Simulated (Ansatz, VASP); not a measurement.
Mg: VASP beside Ansatz

The input INCAR:

```
PREC = Accurate
ENCUT = 520
EDIFF = 1E-7
ISMEAR = -1
SIGMA = 0.05
LREAL = F
LASPH = T
NELM = 60
ALGO = Normal
ISIF = 2
LWAVE = F
LCHARG = F
GGA = PE
NBANDS = 7
```

Contents of KPOINTS:

```
regular mesh
0
Gamma
  11 11 11
```

File POSCAR:

```
Mg
1.0
   -1.8111778905      1.8111778905      1.6567065887
    1.8111778905     -1.8111778905      1.6567065887
    1.8111778905      1.8111778905     -1.6567065887
Mg
1
Direct
    0.0000000000      0.0000000000      0.0000000000
```

input.yaml

```yaml
crystal:
  lattice:
    - [-1.8111778905, 1.8111778905, 1.6567065887]
    - [1.8111778905, -1.8111778905, 1.6567065887]
    - [1.8111778905, 1.8111778905, -1.6567065887]
  atoms:
    - { symbol: Mg, position: [0.0, 0.0, 0.0] }
hamiltonian:
  xc: pbe
  pseudopotentials: { kind: paw }
kpoints:
  mp_grid: { grid: [11, 11, 11] }
scf:
  occupations: { method: fermi_dirac, width: 0.05 }
output:
  forces: true
  stress: true
  eigenvalues: true
  write_density: true
  write_potential: true
  elf: true
  volumetric_format: npy
```

Change from the starting cell: volume scaled by 0.96.

Alike in both runs: task single point; functional PBE; k mesh 11 × 11 × 11; occupations fermi-dirac, width 0.05 eV; no spin polarisation.

|  | VASP | Ansatz |
| --- | --- | --- |
| version | VASP 6.6.1 | Ansatz 0.2.0 |
| potentials or method | VASP PAW PBE potentials, release 64 (Mg) | Ansatz PAW |
| plane-wave cutoff (eV) | 520 | 420 |
| valence electrons in the cell | 2 | 10 |

Ansatz gave:

| Item | Value |
| --- | --- |
| gap on the k mesh at the Fermi level (eV) | none |
| pressure (GPa) | 2.2 |
| largest component of the traceless stress (GPa) | 0.44 |

Problem. What did VASP give for the same quantities?

Solution. gap on the k mesh at the Fermi level (eV): none; pressure (GPa): 2.1; largest component of the traceless stress (GPa): 0.45.

A gap of «none» marks a metal or a gap that the smearing closes. With one functional, cell and mesh, what is left measures potentials, basis and numerics. The two sets of potentials don't hold the same shells in valence.
